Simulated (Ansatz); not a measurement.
## Zr in Ansatz: the effect of functional

Zr:

```
CELL_PARAMETERS angstrom
3.21031 0.00000 0.00000
-1.60515 2.78021 0.00000
0.00000 0.00000 5.11246
ATOMIC_POSITIONS crystal
Zr 0.66667 0.33333 0.75000
Zr 0.33333 0.66667 0.25000
```

The cell isn't the ideal one: volume scaled by 0.98.

Alike in all runs:

```yaml
Program: Ansatz 0.2.0
Task: single point
Potentials_or_basis: Ansatz PAW
k_mesh: 9 × 9 × 5
Occupations: fermi-dirac, width 0.05 eV
Spin: no spin polarisation
```

| functional | cutoff | pressure (GPa) |
| --- | --- | --- |
| LDA | 420 eV (not typed: the program's choice for these potentials) | ? |
| r2SCAN | 500 eV (not typed: the program's choice for these potentials) | 3.0 |
| PBE | 420 eV (not typed: the program's choice for these potentials) | 2.5 |

What does the run with functional LDA give?

Pressure -4.3 GPa.

Caveats: the PAW data sets come from PBE, with cores solved anew for the run's functional, which leaves a small shift of forces and pressure (some runs).
